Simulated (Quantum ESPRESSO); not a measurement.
Crystal: ZrC.

```
Zr C
1.0
     0.00000    2.36500    2.36500
     2.36500    0.00000    2.36500
     2.36500    2.36500    0.00000
Zr C
1 1
Direct
  0.50000 0.50000 0.50000
  0.00000 0.00000 0.00000
```

* Program: Quantum ESPRESSO 7.5
* Task: phonons
* Functional: PBEsol
* Potentials or basis: GBRV 1.5 PBEsol
* Cutoff: 612 eV
* Density cutoff: 4898 eV
* k mesh: 7 × 7 × 7
* Occupations: cold, width 0.2 eV
* Spin: no spin polarisation
* Mixing beta: 0.5
* Most SCF iterations: 120
* SCF threshold: 4e-10 Ry

The cell and the atoms were relaxed first, to 12.72 Å³/atom (a = 3.301 Å, b = 3.301 Å, c = 3.301 Å, α = 60.00°, β = 60.00°, γ = 60.00°), and the response was taken there.

Problem. Which optical modes does the crystal have at the zone centre, and which show in infrared and Raman spectra?

Solution. The optical modes are T1u. Infrared active: T1u. None is Raman active.

Optical modes at Γ, degenerate ones joined:
| cm⁻¹ | components | symmetry | active in |
| --- | --- | --- | --- |
| 426 | 3 | T1u | IR |

Caveat: the k mesh is coarse; the mesh is thin for the phonons of a metal.
